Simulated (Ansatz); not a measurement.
# Ni, bcc: how the functional moves the structure

All rows: Ansatz, plane waves with scalar-relativistic PAW, 420 eV (500 eV for the SCAN forms), relaxed under each functional, no dispersion correction, no zero-point motion. B₀ comes from uniform scaling at fixed shape; a dash is a value not given.

```csv
functional,V (Å³/atom),cell,B₀ (GPa),magnetic state,ΔE to fcc (meV/atom)
PBE,10.98,a = 2.801 Å,-,"ferromagnetic, net 0.56 μB per atom",99
PBEsol,10.46,a = 2.756 Å,-,"ferromagnetic, net 0.54 μB per atom",106
revPBE,11.22,a = 2.820 Å,180,"ferromagnetic, net 0.57 μB per atom",97
RPBE,11.31,a = 2.828 Å,175,"ferromagnetic, net 0.58 μB per atom",96
BLYP,11.55,a = 2.848 Å,163,"ferromagnetic, net 0.56 μB per atom",89
```

Q: What does m-r²SCAN give?

A: V (Å³/atom): 10.52; cell: a = 2.761 Å; magnetic state: ferromagnetic, net 0.53 μB per atom; ΔE to fcc (meV/atom): 100.

m-r²SCAN is r²SCAN on the gauge-invariant kinetic-energy density; without spin polarisation the two are equal.
